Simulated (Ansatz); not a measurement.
P: relaxed-ion elastic tensor

Computed with Ansatz, DFT PBE+D3(BJ), scalar-relativistic, plane waves, PAW. Cutoff 420 eV, 20×20×20 k-points (Γ-centred), Fermi-Dirac smearing of 0.15 eV. No spin polarisation.

Relaxed structure:
```yaml
crystal:
  lattice:
    - [2.41000, 0.00000, 0.00000]
    - [0.00000, 2.41000, 0.00000]
    - [0.00000, 0.00000, 2.41002]
  atoms:
    - { symbol: P, position: [0.00000, 0.00000, 0.00000] }
```

In a metal, frequencies and elastic constants depend on the k mesh and the smearing, soft modes and shear constants most.

Problem. Give the relaxed-ion elastic constants (GPa, Voigt order xx yy zz yz xz xy, on the axes of the cell above).

Solution.
C11 = 270.4, C12 = 53.4, C13 = 53.4, C22 = 270.4, C23 = 53.4, C33 = 270.3, C44 = 64.6, C55 = 64.6, C66 = 64.6 GPa; the others vanish.

Problem. Is the crystal stable against homogeneous strain?

Solution. Yes: the least eigenvalue of the tensor is 64.6 GPa.

Problem. And the moduli of a polycrystal (Hill averages)?

Solution. B = 126 GPa, G = 80 GPa, E = 197 GPa, ν = 0.24.

This simple cubic form isn't the element's structure at ambient conditions.

Cost: 1 run of about 1.9 core-minutes, on Arm Neoverse V2 (shared hosts).